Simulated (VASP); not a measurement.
## VASP 6.6.1 run: AgBr

INCAR

```
IBRION = -1
EDIFF = 1E-7
ISMEAR = -1
IVDW = 21
GGA = PE
ENCUT = 520
PREC = Accurate
LREAL = .FALSE.
LASPH = .TRUE.
LWAVE = .FALSE.
LCHARG = .FALSE.
NBANDS = 16
ISIF = 2
NSW = 0
NELM = 120
SIGMA = 0.02
```

KPOINTS

```
KPOINTS created by Atomic Simulation Environment
0
Gamma
8 8 8
0 0 0
```

POSCAR

```
Ag Br
 1.0000000000000000
     0.0000000000000000    2.8638060222999999    2.9231489486000002
     2.8638060222999999    0.0000000000000000    2.9231489486000002
     2.8638060222999999    2.8638060222999999    0.0000000000000000
 Ag  Br
   1   1
Cartesian
  0.0000000000000000  0.0000000000000000  0.0000000000000000
  2.8638060222999999  2.8638060222999999  2.9231489486000002
```

The recommended PBE PAW datasets give the neutral cell 18 valence electrons.

Command

```
mpirun -np 1 vasp_std
```

OSZICAR

```
N       E                     dE             d eps       ncg     rms          rms(c)
DAV:   1     0.990084549101E+02    0.99008E+02   -0.82826E+03  1904   0.996E+02
DAV:   2    -0.161368262072E+01   -0.10062E+03   -0.92926E+02  2312   0.216E+02
DAV:   3    -0.508938785369E+01   -0.34757E+01   -0.34686E+01  2328   0.421E+01
DAV:   4    -0.510779573033E+01   -0.18408E-01   -0.18407E-01  2416   0.334E+00
DAV:   5    -0.510797665866E+01   -0.18093E-03   -0.18093E-03  2360   0.322E-01    0.578E+00
DAV:   6    -0.499405220088E+01    0.11392E+00   -0.17889E-01  2336   0.600E+00    0.379E+00
DAV:   7    -0.498981239205E+01    0.42398E-02   -0.61086E-02  2120   0.163E+00    0.155E+00
DAV:   8    -0.498986115448E+01   -0.48762E-04   -0.40701E-03  2304   0.640E-01    0.255E-01
DAV:   9    -0.498989000206E+01   -0.28848E-04   -0.50077E-04  2320   0.236E-01    0.329E-02
DAV:  10    -0.498991213063E+01   -0.22129E-04   -0.35965E-05  2472   0.786E-02    0.197E-02
DAV:  11    -0.498991886190E+01   -0.67313E-05   -0.13570E-05  2184   0.293E-02    0.630E-03
DAV:  12    -0.498991866347E+01    0.19843E-06   -0.11037E-06  2256   0.957E-03    0.205E-03
DAV:  13    -0.498991859063E+01    0.72840E-07   -0.17527E-07  2152   0.374E-03
   1 F= -.53076960E+01 E0= -.53076960E+01  d E =-.130022E-08
```

From OUTCAR

```
k-points           NKPTS =     59   k-points in BZ     NKDIM =     59   number of bands    NBANDS=     16

   NELECT =      18.0000    total number of electrons

   dimension x,y,z NGX =    30 NGY =   30 NGZ =   30
   dimension x,y,z NGXF=    60 NGYF=   60 NGZF=   60

  energy-cutoff  :      520.00
  volume of cell :       47.95
      direct lattice vectors                 reciprocal lattice vectors
     0.000000000  2.863806022  2.923148949    -0.174592831  0.174592831  0.171048417
     2.863806022  0.000000000  2.923148949     0.174592831 -0.174592831  0.171048417
     2.863806022  2.863806022  0.000000000     0.174592831  0.174592831 -0.171048417

 k-points in reciprocal lattice and weights: KPOINTS created by Atomic Simulation Env
   0.00000000  0.00000000  0.00000000       0.002
   0.12500000  0.00000000  0.00000000       0.016
   0.25000000  0.00000000  0.00000000       0.016
   0.37500000  0.00000000  0.00000000       0.016
   0.50000000  0.00000000  0.00000000       0.008
   0.12500000  0.12500000  0.00000000       0.004
   0.25000000  0.12500000  0.00000000       0.016
   0.37500000  0.12500000  0.00000000       0.016
   ...

 E-fermi :   3.8392

 k-point     1 :       0.0000    0.0000    0.0000
  band No.  band energies     occupation
      1     -11.5427      2.00000
      2       0.6811      2.00000
      3       0.7054      2.00000
      4       0.7172      2.00000
      5       0.7268      2.00000
      6       0.7268      2.00000
      7       1.5423      2.00000
      8       1.5423      2.00000
      9       1.6124      2.00000
     10       4.1295      0.00000
     11      13.3268      0.00000
     12      13.3942      0.00000
     13      13.3942      0.00000
     14      14.6306      0.00000
     15      14.8771      0.00000
     16      15.3452      0.00000

 k-point     2 :       0.1250    0.0000    0.0000
  band No.  band energies     occupation
      1     -11.4843      2.00000
      2       0.3030      2.00000
      3       0.3267      2.00000
      4       0.3790      2.00000
      5       0.7434      2.00000
      6       0.7645      2.00000
      7       1.2194      2.00000
      8       2.0203      2.00000
      9       2.0263      2.00000
     10       4.9672      0.00000
     11      12.0312      0.00000
     12      12.9038      0.00000
     13      13.0865      0.00000
     14      14.2801      0.00000
     15      14.4347      0.00000
     16      14.7945      0.00000

 k-point     3 :       0.2500    0.0000    0.0000
  band No.  band energies     occupation
      1     -11.3372      2.00000
      2      -0.6182      2.00000
      3      -0.2107      2.00000
      4      -0.1535      2.00000
      5       0.8505      2.00000
      6       0.8619      2.00000
      7       1.1861      2.00000
      8       2.6775      2.00000
      9       2.7279      2.00000
     10       6.3177      0.00000
     11      10.5955      0.00000
     12      11.5839      0.00000
     13      11.8078      0.00000
     14      14.5541      0.00000
     15      14.7986      0.00000
     16      14.8418      0.00000

 ...

  Total       0.13170     0.13170    -0.04300     0.00000    -0.00000     0.00000
  in kB       4.40072     4.40072    -1.43688     0.00000    -0.00000     0.00000
  external pressure =        2.45 kB  Pullay stress =        0.00 kB

 POSITION                                       TOTAL-FORCE (eV/Angst)
 -----------------------------------------------------------------------------------
      0.00000      0.00000      0.00000        -0.000000     -0.000000      0.000000
      2.86381      2.86381      2.92315         0.000000      0.000000     -0.000000
 -----------------------------------------------------------------------------------
    total drift:                               -0.000000      0.000000      0.000000

  FREE ENERGIE OF THE ION-ELECTRON SYSTEM (eV)
  ---------------------------------------------------
  free  energy   TOTEN  =        -5.3076959727 eV

  energy  without entropy=       -5.3076959714  energy(sigma->0) =       -5.30769597
```

It converged. Results: gap between bands v and c on the k mesh 0.61 eV; least direct gap on the k mesh 2.52 eV; pressure 0.2 GPa. Band v is the last that the valence electrons fill when counted band by band, and c is the next.

For comparison, a separate PBE run of the intended cell, on usual settings and not on those above, gives a gap of 0.61 eV on its mesh and a pressure of 1.6 GPa.

The run above took about 46 s on one core of a shared host (Intel Xeon 6975P-C) and held 0.2 GiB at most.
